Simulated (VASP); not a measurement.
# SnSe in VASP: relaxation of the atoms with PBE

Aim: the relaxation of the atoms of SnSe with PBE.

Program: VASP 6.6.1. These are calculated values, not measurements. Logs are shortened: lines on timing, memory, paths and dates and some standing lists are left out, and cuts for length are marked.

## 1. The undisturbed slab

The cell holds a slab with vacuum, 8 atoms: a = 4.257 Å, b = 4.257 Å, c = 24.030 Å, α = 90.00°, β = 90.00°, γ = 90.00°.

## 2. Relaxation of the atoms, PBE (the (1 0 0) slab of SnSe, cut from the database cell, not relaxed)

The input, INCAR:

```
PREC = Accurate
ENCUT = 520
EDIFF = 1E-7
ISMEAR = 0
SIGMA = 0.05
LREAL = F
LASPH = T
NELM = 60
ALGO = Normal
ISIF = 2
LWAVE = F
LCHARG = F
LDIPOL = T
IDIPOL = 3
DIPOL = 0.5 0.5 0.500
GGA = PE
IBRION = 2
NSW = 40
EDIFFG = -0.01
```

The input, KPOINTS:

```
regular mesh
0
Gamma
  6 6 1
```

The input, POSCAR:

```
SnSe
1.0
    4.2567828227      0.0000000000      0.0000000000
    0.0000000000      4.2567828227      0.0000000000
    0.0000000000      0.0000000000     24.0300000000
Sn Se
4 4
Selective dynamics
Direct
    0.5000000000      0.5000000000      0.3121098627  F F F
    0.0000000000      0.0000000000      0.4373699542  F F F
    0.5000000000      0.5000000000      0.5626300458  T T T
    0.0000000000      0.0000000000      0.6878901373  T T T
    0.0000000000      0.0000000000      0.3121098627  F F F
    0.5000000000      0.5000000000      0.4373699542  F F F
    0.0000000000      0.0000000000      0.5626300458  T T T
    0.5000000000      0.5000000000      0.6878901373  T T T
```

Potentials or basis: VASP PAW PBE potentials, release 64 (Sn_d, Se).

Started as:

```sh
> cat potpaw_PBE.64/Sn_d/POTCAR potpaw_PBE.64/Se/POTCAR > POTCAR
> mpirun -np 1 vasp_std > vasp.out
```

OUTCAR:

```text
PREC = Accurate
   ENCUT = 520
   EDIFF = 1E-7
   ISMEAR = 0
   LREAL = F
   LASPH = T
   NELM = 60
   ISIF = 2
   GGA = PE
   IBRION = 2
   NSW = 40
   EDIFFG = -0.01

 ion  position               nearest neighbor table
   1  0.500  0.500  0.312-   6 3.01   5 3.01   5 3.01   5 3.01   5 3.01
   2  0.000  0.000  0.437-   5 3.01   6 3.01   6 3.01   6 3.01   6 3.01   7 3.01
   3  0.500  0.500  0.563-   8 3.01   7 3.01   7 3.01   7 3.01   7 3.01   6 3.01
   4  0.000  0.000  0.688-   7 3.01   8 3.01   8 3.01   8 3.01   8 3.01
   5  0.000  0.000  0.312-   2 3.01   1 3.01   1 3.01   1 3.01   1 3.01
   6  0.500  0.500  0.437-   1 3.01   2 3.01   2 3.01   2 3.01   2 3.01   3 3.01
   7  0.000  0.000  0.563-   4 3.01   3 3.01   3 3.01   3 3.01   3 3.01   2 3.01
   8  0.500  0.500  0.688-   3 3.01   4 3.01   4 3.01   4 3.01   4 3.01

  LATTYP: Found a simple tetragonal cell.
 ALAT       =     4.2567828227
 C/A-ratio  =     5.6451082897

  Lattice vectors:

 A1 = (   4.2567828227,   0.0000000000,   0.0000000000)
 A2 = (   0.0000000000,   4.2567828227,   0.0000000000)
 A3 = (   0.0000000000,   0.0000000000,  24.0300000000)

Analysis of symmetry for initial positions (statically):
=====================================================================
 Subroutine PRICEL returns:
 Original cell was already a primitive cell.

 Routine SETGRP: Setting up the symmetry group for a
 simple tetragonal supercell.

 Subroutine GETGRP returns: Found 16 space group operations
 (whereof  8 operations were pure point group operations)
 out of a pool of 16 trial point group operations.

The static configuration has the point symmetry C_4v.
 The point group associated with its full space group is D_4h.

Analysis of symmetry for dynamics (positions and initial velocities):
=====================================================================
 Subroutine PRICEL returns:
 Original cell was already a primitive cell.

 Routine SETGRP: Setting up the symmetry group for a
 simple tetragonal supercell.

 Subroutine GETGRP returns: Found 16 space group operations
 (whereof  8 operations were pure point group operations)
 out of a pool of 16 trial point group operations.

The dynamic configuration has the point symmetry C_4v.
 The point group associated with its full space group is D_4h.

Analysis of constrained symmetry for selective dynamics:
=====================================================================
 Subroutine PRICEL returns:
 Original cell was already a primitive cell.

 Routine SETGRP: Setting up the symmetry group for a
 simple tetragonal supercell.

 Subroutine GETGRP returns: Found  8 space group operations
 (whereof  8 operations were pure point group operations)
 out of a pool of 16 trial point group operations.

The constrained configuration has the point symmetry C_4v.

 Subroutine INISYM returns: Found  8 space group operations
 (whereof  8 operations are pure point group operations),
 and found     1 'primitive' translations

----------------------------------------------------------------------------------------

                                     Primitive cell

  volume of cell :     435.4284

  direct lattice vectors                    reciprocal lattice vectors
     4.256782823  0.000000000  0.000000000     0.234919196  0.000000000  0.000000000
     0.000000000  4.256782823  0.000000000     0.000000000  0.234919196  0.000000000
     0.000000000  0.000000000 24.030000000     0.000000000  0.000000000  0.041614648

  length of vectors
     4.256782823  4.256782823 24.030000000     0.234919196  0.234919196  0.041614648

  position of ions in fractional coordinates (direct lattice)
     0.500000000  0.500000000  0.312109863
     0.000000000  0.000000000  0.437369954
     0.500000000  0.500000000  0.562630046
     0.000000000  0.000000000  0.687890137
     0.000000000  0.000000000  0.312109863
     0.500000000  0.500000000  0.437369954
[... 43 lines left out ...]
  0.166667  0.000000  0.000000      4.000000
  0.333333  0.000000  0.000000      4.000000
  0.500000  0.000000  0.000000      2.000000
  0.166667  0.166667  0.000000      4.000000
  0.333333  0.166667  0.000000      8.000000
  0.500000  0.166667  0.000000      4.000000
  0.333333  0.333333  0.000000      4.000000
  0.500000  0.333333  0.000000      4.000000
  0.500000  0.500000  0.000000      1.000000
   k-points           NKPTS =     10   k-points in BZ     NKDIM =     10   number of bands    NBANDS=     48
   number of dos      NEDOS =    301   number of ions     NIONS =      8
   total plane-waves  NPLWV = 184320
   dimension x,y,z NGX =    32 NGY =   32 NGZ =  180
   dimension x,y,z NGXF=    64 NGYF=   64 NGZF=  360
   ions per type =               4   4
   NGX,Y,Z   is equivalent  to a cutoff of  12.50, 12.50, 12.45 a.u.
   NGXF,Y,Z  is equivalent  to a cutoff of  24.99, 24.99, 24.91 a.u.
 SYSTEM =  unknown system
   PREC   = accura    normal or accurate (medium, high low for compatibility)
   ISTART =      0    job   : 0-new  1-cont  2-samecut
   ICHARG =      2    charge: 1-file 2-atom 10-const
   ISPIN  =      1    spin polarized calculation?
   LNONCOLLINEAR =      F non collinear calculations
   LSORBIT =      F    spin-orbit coupling
   LASPH  =      T    aspherical Exc in radial PAW
   ENCUT  =  520.0 eV  38.22 Ry    6.18 a.u.   7.91  7.91 44.68*2*pi/ulx,y,z
   NELM   =     60;   NELMIN=  2; NELMDL= -5     # of ELM steps
   EDIFF  = 0.1E-06   stopping-criterion for ELM
   LREAL  =      F    real-space projection
   EDIFFG = -.1E-01   stopping-criterion for IOM
   NSW    =     40    number of steps for IOM
   IBRION =      2    ionic relax: 0-MD 1-quasi-New 2-CG
   NFREE  =      1    steps in history (QN), initial steepest desc. (CG)
   ISIF   =      2    stress and relaxation
   ISYM   =      2    0-nonsym 1-usesym 2-fastsym
   POTIM  = 0.5000    time-step for ionic-motion
   TEBEG  =    0.0;   TEEND  =   0.0 temperature during run
   PSTRESS=    0.0 pullay stress
   NELECT =      80.0000    total number of electrons
   NUPDOWN=      -1.0000    fix difference up-down
   EMIN   =  10.00;   EMAX   =-10.00  energy-range for DOS
   EFERMI =   0.00;   METHOD = LEGACY
   ISMEAR =     0;   SIGMA  =   0.05  broadening in eV -4-tet -1-fermi 0-gaus
   EFERMI_NEDOS =   21; number of points for ismear=-14 and -15
   IALGO  =     38    algorithm
   IMIX   =      4    mixing-type and parameters
     AMIX     =   0.40;   BMIX     =  1.00
     AMIX_MAG =   1.60;   BMIX_MAG =  1.00
  volume/ion in A,a.u.               =      54.43       367.30
  Fermi-wavevector in a.u.,A,eV,Ry     =   0.930678  1.758726 11.784832  0.866161
  Thomas-Fermi vector in A             =   2.057091
   LORBIT       =      0    0 simple, 1 ext, 2 COOP (PROOUT), +10 PAW based schemes
   GGA     = PE    functional components
   LHFCALC =     F    Hartree Fock is set to
   AEXX    =    0.0000 exact exchange contribution
   IVDW    =     0    specifies the selected vdW correction
   LEPSILON=     F    determine dielectric tensor
   LRPA    =     F    only Hartree local field effects (RPA)
 conjugate gradient relaxation of ions
 non-spin polarized calculation
 Gauss-broadening in eV      SIGMA  =   0.05
  energy-cutoff  :      520.00
  volume of cell :      435.43
 maximum number of plane-waves:     11765
 NGX is ok and might be reduce to    32
   NGX = 15   NGY = 15   NGZ = 89

--------------------------------------- Ionic step        1  -------------------------------------------

 number of electron      80.0000002 magnetization

 Free energy of the ion-electron system (eV)
  ---------------------------------------------------
  ext. energy  EPLUGINS =         0.00000000
  ---------------------------------------------------
  free energy    TOTEN  =       -32.39789104 eV

  energy without entropy =      -32.39789104  energy(sigma->0) =      -32.39789104

------------------------ aborting loop because EDIFF is reached ----------------------------------------

  FORCE on cell =-STRESS in cart. coord.  units (eV):
  Direction    XX          YY          ZZ          XY          YZ          ZX
  --------------------------------------------------------------------------------------
  -------------------------------------------------------------------------------------
  Total        0.1366650      0.1366650     -2.5116254      0.0000000      0.0000000      0.0000000
  in kB        0.5028647      0.5028647     -9.2416323      0.0000000      0.0000000      0.0000000
  external PRESSURE =      -2.7453010 kB  Pullay stress =       0.0000000 kB
[... 107 lines left out ...]
  FREE ENERGIE OF THE ION-ELECTRON SYSTEM (eV)
  ---------------------------------------------------
  free  energy   TOTEN  =       -32.4824362937 eV

  energy  without entropy=      -32.4824362937  energy(sigma->0) =      -32.48243629

 vacuum level on the upper side and lower side of the slab       (xc-potential included)        -0.043         0.031

 dipolmoment           0.000000      0.000000      0.000616 electrons x Angstroem

[... ionic steps 4 to 13 ...]

--------------------------------------- Ionic step       14  -------------------------------------------

 number of electron      80.0000013 magnetization

------------------------ aborting loop because EDIFF is reached ----------------------------------------
[... 79 lines left out ...]
--------------------------------------- Ionic step       16  -------------------------------------------

 number of electron      80.0000019 magnetization

 dipolmoment           0.000000      0.000000     -0.003106 electrons x Angstroem

 Free energy of the ion-electron system (eV)
  ---------------------------------------------------
  ext. energy  EPLUGINS =         0.00000000
  ---------------------------------------------------
  free energy    TOTEN  =       -32.50631027 eV

  energy without entropy =      -32.50631027  energy(sigma->0) =      -32.50631027

 E-fermi :   0.9117     XC(G=0):  -5.3387

 val. band max:        0.6158661543   @ k =   0.5000   0.0000   0.0000
 cond. band min:       1.4236844287   @ k =   0.5000   0.0000   0.0000
 fundamental gap:      0.8078182744
 Fermi energy:         0.9117042633

 k-point     1 :       0.0000    0.0000    0.0000
  band No.  band energies     occupation
      1     -20.9608      2.00000
      2     -20.9415      2.00000
      3     -20.9360      2.00000
      4     -20.9302      2.00000
      5     -20.9302      2.00000
      6     -20.9265      2.00000
[... 499 lines left out ...]
     47       5.1537      0.00000
     48       5.1537      0.00000

------------------------ aborting loop because EDIFF is reached ----------------------------------------

 vacuum level on the upper side and lower side of the slab       (xc-potential included)        -0.142        -0.095

  FORCE on cell =-STRESS in cart. coord.  units (eV):
  Direction    XX          YY          ZZ          XY          YZ          ZX
  --------------------------------------------------------------------------------------
  -------------------------------------------------------------------------------------
  Total        0.8680192      0.8680192     -2.6092160      0.0000000      0.0000000      0.0000000
  in kB        3.1939134      3.1939134     -9.6007212      0.0000000      0.0000000      0.0000000
  external PRESSURE =      -1.0709648 kB  Pullay stress =       0.0000000 kB
[... 23 lines left out ...]
  FREE ENERGIE OF THE ION-ELECTRON SYSTEM (eV)
  ---------------------------------------------------
  free  energy   TOTEN  =       -32.5063102684 eV

  energy  without entropy=      -32.5063102684  energy(sigma->0) =      -32.50631027

 reached required accuracy - stopping structural energy minimisation

 vacuum level on the upper side and lower side of the slab         4.694         4.737
```

It took 37 min on 1 thread of AMD EPYC 9R45 (Zen 5), shared host; peak memory 0.52 GiB.

What came out:

```yaml
Free_energy: -32.5063 eV
Energy_gained_by_relaxing: 13.6 meV/atom
Ionic_steps: 16
Band_gap_on_the_k_mesh: 0.81 eV, direct
```

The path:
```csv
step,energy change (eV),largest force (eV/Å),pressure (GPa)
1,0.0000,0.4677,-0.27
2,-0.0272,0.4669,-0.24
3,-0.0845,0.4803,-0.08
4,0.0077,1.0395,0.60
5,-0.0930,0.4935,0.00
6,-0.0941,0.5012,0.05
7,-0.0962,0.5037,0.05
8,-0.0971,0.5063,0.04
9,-0.0988,0.5009,0.03
10,-0.1030,0.4862,-0.02
11,-0.1064,0.4931,-0.11
12,-0.1077,0.4986,-0.08
13,-0.1077,0.4993,-0.08
14,-0.1082,0.5030,-0.08
15,-0.1082,0.5028,-0.08
16,-0.1084,0.5017,-0.11
```

Final structure:
```cif
data_structure
_symmetry_space_group_name_H-M 'P 1'
_symmetry_Int_Tables_number 1
_cell_length_a 4.2568
_cell_length_b 4.2568
_cell_length_c 24.0300
_cell_angle_alpha 90.000
_cell_angle_beta 90.000
_cell_angle_gamma 90.000
_cell_volume 435.43
loop_
_atom_site_label
_atom_site_type_symbol
_atom_site_fract_x
_atom_site_fract_y
_atom_site_fract_z
_atom_site_occupancy
Sn1 Sn 0.50000 0.50000 0.31211 1
Sn2 Sn 0.00000 0.00000 0.43737 1
Sn3 Sn 0.50000 0.50000 0.57308 1
Sn4 Sn 0.00000 0.00000 0.68882 1
Se1 Se 0.00000 0.00000 0.31211 1
Se2 Se 0.50000 0.50000 0.43737 1
Se3 Se 0.00000 0.00000 0.57238 1
Se4 Se 0.50000 0.50000 0.69036 1
```

Levels at points of the mesh, in eV from the valence-band top:
```tsv
k point	band 38	band 39	band 40	band 41	band 42	band 43
(0.00, 0.00, 0.00)	-2.13	-1.36	-1.00	1.30	2.25	3.34
(0.50, 0.00, 0.00)	-0.27	-0.04	0.00	0.81	0.82	1.10
(0.50, 0.50, 0.00)	-2.67	-1.44	-1.40	2.12	2.18	3.61
```

Caveat: spin-orbit coupling is left out, which moves the levels of the heavy elements; without dispersion, layers of such crystals drift apart on relaxing, which shifts levels and gaps; volumes and pressures include the vacuum.
